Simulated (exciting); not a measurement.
A run of exciting (release sodium):

The input input.xml:

```xml
<input>
  <title>Ru</title>
  <structure speciespath="./" tshift="false">
    <crystal scale="5.1805078874">
      <basevect>0.999999999994 0.000000000000 0.000000000000</basevect>
      <basevect>-0.499999999979 0.866025403776 0.000000000000</basevect>
      <basevect>0.000000000000 0.000000000000 1.582489467030</basevect>
    </crystal>
    <species speciesfile="Ru.xml" rmt="2.3">
      <atom coord="0.666666666700 0.333333333300 0.750000000000"/>
      <atom coord="0.333333333300 0.666666666700 0.250000000000"/>
    </species>
  </structure>
  <groundstate do="fromscratch" ngridk="11 11 6" rgkmax="8" gmaxvr="14" lmaxapw="10" lmaxmat="10" lmaxvr="8" stype="Gaussian" swidth="0.00099958" nempty="18" ValenceRelativity="iora*" epsengy="1e-05" epspot="1e-05" maxscl="60" outputlevel="high">
    <libxc exchange="XC_LDA_X" correlation="XC_LDA_C_VWN"/>
  </groundstate>
  <properties>
    <bandstructure>
      <plot1d>
        <path steps="60">
          <point coord="0 0 0" label="G"/>
          <point coord="0.5 0 0" label="M"/>
          <point coord="0.3333333333 0.3333333333 0" label="K"/>
          <point coord="0 0 0" label="G"/>
          <point coord="0 0 0.5" label="A"/>
          <point coord="0.5 0 0.5" label="L"/>
          <point coord="0.3333333333 0.3333333333 0.5" label="H"/>
          <point coord="0 0 0.5" label="A" breakafter="true"/>
          <point coord="0.5 0 0.5" label="L"/>
          <point coord="0.5 0 0" label="M" breakafter="true"/>
          <point coord="0.3333333333 0.3333333333 0" label="K"/>
          <point coord="0.3333333333 0.3333333333 0.5" label="H"/>
        </path>
      </plot1d>
    </bandstructure>
  </properties>
</input>
```

Potentials or basis: all-electron LAPW+lo, shipped species files, valence relativity iora*.

Launch:

```console
$ OMP_NUM_THREADS=1 exciting_smp
```

Hardware: 1 thread of Arm Neoverse V2, on a shared host.

**Question.** How long does it take, and how much memory?

**Answer.** It took 55 s on 1 thread of Arm Neoverse V2, on a shared host, peak memory 0.12 GiB. Counts: scf iterations 14, plane waves 141.
